Rutile TiO₂ (6-atom cell) by plane-wave Kohn-Sham DFT in GPAW 26.7.0, without spin polarisation or spin-orbit coupling, on a 4 × 4 × 6 k mesh with Fermi-Dirac smearing of 0.05 eV. Each row is fitted to energies at seven volumes, 0.94 to 1.06 times the given cell of 10.44 Å³/atom, with cell shape and fractional coordinates fixed.

```
functional                            potentials  wave cutoff  equilibrium volume (Å³/atom)  equilibrium volume change (% of the given cell)  bulk modulus (GPa)  bulk modulus slope
       LDA                           JTH-PAW-2.0       800 eV                        10.080                                           -3.410              259.80               3.980
       PBE                         SG15-ONCV-1.2      1100 eV                        10.644                                            2.000              229.60               4.100
optB88-vdW  GPAW-PAW-data-sets-(gpaw-data-1.2.1)       800 eV                        10.644                                            1.990              234.20               4.030
optPBE-vdW  GPAW-PAW-data-sets-(gpaw-data-1.2.1)       800 eV                        10.774                                            3.250              226.10               4.130
    vdW-DF  GPAW-PAW-data-sets-(gpaw-data-1.2.1)       800 eV                        10.999                                            5.400              216.00               4.060
```

All five rows describe the same crystal, rutile TiO₂, and only the recipe for its electronic energy changes. The recipe is density functional theory in the program GPAW, with a different functional in each row and, between some rows, different potentials and a different cutoff. LDA gives the smallest and stiffest crystal, vdW-DF the largest and softest. Between these two the volume grows by 9 % and the bulk modulus falls by 17 %. That is roughly two per cent of stiffness lost for each per cent of volume gained, and it makes a rule that can be used by hand.

The bulk modulus B measures resistance to uniform squeezing. At 240 GPa, reducing the volume by one per cent takes a pressure of about 2.4 GPa. Each value in the table belongs to the volume at which that functional puts its own energy minimum. The column "equilibrium volume change", called x here, gives this volume as a percentage above or below the given cell.

The rule is

B ≈ 241 GPa × (1 − 2x/100)

It is the short form of a law in which B varies as 1/V², with V the equilibrium volume. A least-squares fit of that law to all five rows, with the constant as its only free number, gives 241 GPa at x = 0. When the power is left free as well, the fit returns 2.1 ± 0.1, so the whole number 2 is a fair choice.

For LDA, x is −3.41. Twice this is 6.82, and because the crystal is smaller than the given cell, the correction is added:

B ≈ 241 × 1.0682 = 257 GPa

The calculation gave 259.8 GPa, so the estimate is 0.9 % too low.

For vdW-DF, x is 5.40 and the correction of 10.8 % is taken off:

B ≈ 241 × 0.892 = 215 GPa

The calculated value is 216.0 GPa. Both rows helped to set the constant, so these examples show how well the rule describes the table, not how well it predicts a new functional.

The factor of two deserves an explanation, because a neighbouring series would show a factor of four. Take one functional and squeeze or stretch its crystal by an outside pressure. The column "bulk modulus slope", called B′ here, says how many GPa the bulk modulus gains per GPa of pressure. It is close to 4 in every row, which means that a small expansion of one per cent costs about four per cent of stiffness. Changing the functional costs only half as much for the same change in volume.

The reason is that a new functional does more than move the crystal along the old curve. Compared with LDA, each of the other functionals acts like an extra pressure P from inside, pushing the atoms apart. The crystal expands until the LDA restoring pressure balances this push. For vdW-DF the push is about 21 GPa near the given cell, and against the stiffness that LDA has at that volume, about 226 GPa, it accounts for an expansion of about 9 %.

If the push were the same at every volume, it would shift the minimum and leave the stiffness at any given volume untouched. The factor would then be four. In fact the push weakens as the crystal grows. The slopes of the energy curves from the same calculations give, for vdW-DF relative to LDA, 22.4 GPa at 3 % below the given volume and 19.9 GPa at 3 % above it. The push thus loses about 11 % while the volume grows by about 6 %, so it fades roughly as 1/V².

A fading push adds stiffness. When the crystal is squeezed, the push grows and resists; when the crystal is stretched, the push weakens and lets the atoms fall back. If P varies as 1/Vᵐ, its contribution to the bulk modulus is m × P. To first order, P is B times the fractional expansion, which leads to a simple balance:

loss of stiffness per per cent of volume ≈ B′ − m

With B′ near 4 and m near 2, the loss is about two per cent. For the four functionals compared with LDA, m lies between 1.8 and 2.2, and the balance gives the actual loss to within about 0.1. This is a consistent account rather than an independent test, because m and the bulk moduli come from the same energy curves. Its use lies in showing what sets the factor: a push that faded faster would cost less stiffness, and a steadier one would cost more.

The same argument explains a result that looks odd at first. Suppose that the LDA and vdW-DF crystals are both brought to the volume of the given cell, using the standard Murnaghan form in which B varies as V to the power −B′. LDA then has about 226 GPa and vdW-DF about 267 GPa, so the order is reversed. The gap of 41 GPa is what the fading push should add, since 2 × 21 GPa is 42 GPa. The vdW-DF crystal is soft in the table because it sits at a large volume, not because its atoms resist squeezing less at a given distance.

Where the push comes from is a matter of theory. LDA treats the electrons at each point as if they belonged to a uniform gas, and it usually binds solids too tightly. The other functionals also respond to how quickly the density varies, and their exchange energy favours uneven densities. Bringing atoms together fills the space between them and evens out the density there, so part of this gain is lost and the atoms are pushed apart. The overlap of neighbouring atoms shrinks with distance, which is a plausible reason for the push to fade.

The three functionals with vdW in their names support the central role of exchange. They share the same treatment of correlation, including the part that describes dispersion attraction, and they use the same family of potentials. Their volumes nevertheless run from 10.64 to 11.00 Å³ per atom, a spread that is expected to come mainly from their different exchange. The label vdW alone is therefore a poor guide to whether a functional will give a compact crystal.

Over the whole table the hand rule misses by at most 1.2 %, in the optB88-vdW row. A rule based on volume can hardly do better, because PBE and optB88-vdW have practically the same volume while their bulk moduli differ by 2 %. That difference mixes the functional with the potentials, which also differ between these two rows. The potentials for LDA are of a third kind, and their data set was cut short with an effect that was not tested. The pushes counted from LDA therefore include whatever the change of potentials adds.

The factor itself is less certain than the small misses suggest. From optB88-vdW to vdW-DF, where the potentials are of one family, the loss is nearer 2.5 % per per cent of volume. The push between these two functionals fades more slowly, with m about 1.6, and the balance again gives nearly the right loss. Two is thus a good average over this table, and a step between two particular functionals may follow a somewhat different factor.

In practice, the rule suits a case where the volume from another functional of these kinds is known for this crystal and its stiffness is wanted. Hybrid functionals are not in the table, so for them the factor of two is untested. If only one complete calculation is at hand, its bulk modulus can be scaled by the inverse square of the volume ratio. Among the five rows, the worst error of such a transfer is 2 %, and it occurs between PBE and optB88-vdW. A new result that lies much further off is a reason to look again at the energy fit, the potentials and the mesh before giving the difference a physical meaning.

The range matters for the arithmetic too. The rows run from 3.4 % below the given volume to 5.4 % above it. At the upper end the short form multiplies by 0.892, while the inverse square gives 1/1.054² = 0.900, already a difference of about one per cent. For larger changes the inverse square is the safer arithmetic, but the table does not test whether the law itself still holds there. The end rows also rest on lopsided curves: vdW-DF has only one calculated volume above its minimum, and LDA only two below.

For a crystal under outside pressure, the factor of two is the wrong tool. Squeezing a crystal changes its volume without changing its functional, so the stiffness follows B′ and changes about twice as fast as the rule says. The absolute values need care as well, because the cell shape and the relative atomic positions were held fixed. Letting them relax would normally lower the bulk modulus somewhat. The k mesh is coarse and its convergence was not tested, and the table has no measured value against which to rank the functionals.
